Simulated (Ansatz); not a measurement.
Three cubic perovskite compounds, relaxed with r2SCAN in the PAW code Ansatz. No spin polarisation and no zero-point or thermal motion.

```
compound  a (Å)
  BaTiO3  3.994
  PbTiO3  3.935
   KMgF3  3.980
```

Question: What is the misfit strain of a coherent BaTiO3 film on KMgF3?

Answer: ε∥ = (a_sub − a_film)/a_film = (3.980 − 3.994)/3.994 = -0.35 %: the film is in compression in the plane. The functional's errors in lattice constants, up to about 1 %, are as large as this misfit, so measured constants can give another size or sign.

Question: By Vegard's law, which share x of PbTiO3 in (BaTiO3)₁₋ₓ(PbTiO3)ₓ matches the substrate?

Answer: (1 − x) × 3.994 + x × 3.935 = 3.980 gives x = (3.980 − 3.994)/(3.935 − 3.994) = 0.237.
